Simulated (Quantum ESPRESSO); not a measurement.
Crystal: Pd.

```
Pd
1.0
     0.00000    1.94650    1.94650
     1.94650    0.00000    1.94650
     1.94650    1.94650    0.00000
Pd
1
Direct
  0.00000 0.00000 0.00000
```

```yaml
Program: Quantum ESPRESSO 7.5
Task: Hubbard U by linear response
Functional: LDA
Potentials_or_basis: GBRV 1.5 LDA
Cutoff: 612 eV
Density_cutoff: 4898 eV
k_mesh: 10 × 10 × 10
Occupations: gaussian, width 0.272 eV
Spin: no spin polarisation
Hubbard_terms: Pd d U = 0.0001 eV
Start_of_the_occupations: default
Hubbard_projectors: ortho-atomic
Form_of_the_LDA_correlation: PZ81
Mixing_beta: 0.3
Most_SCF_iterations: 120
SCF_threshold: 2e-10 Ry
q_mesh: 2 × 2 × 2
```

Problem. What Hubbard parameters does linear response give?

Solution. U = 5.20 eV on Pd 4d. The values belong to these projectors, potentials and this ground state, and don't carry over to other codes.

Hubbard U from linear response:
```
site  manifold  U (eV)
   1     Pd-4d    5.20
```
On the first site the bare response is -0.747 and the screened one -0.142 eV⁻¹.

Eigenvalues of the final occupation matrices:
| site | spin | trace | eigenvalues |
| --- | --- | --- | --- |
| Pd 1 4d | each | 4.46 | 0.87 0.87 0.87 0.92 0.92 |

Caveat: the computed U isn't converged in cell size; U without spin polarisation on a metal has little footing; the U is typed as a test and isn't derived for this compound.
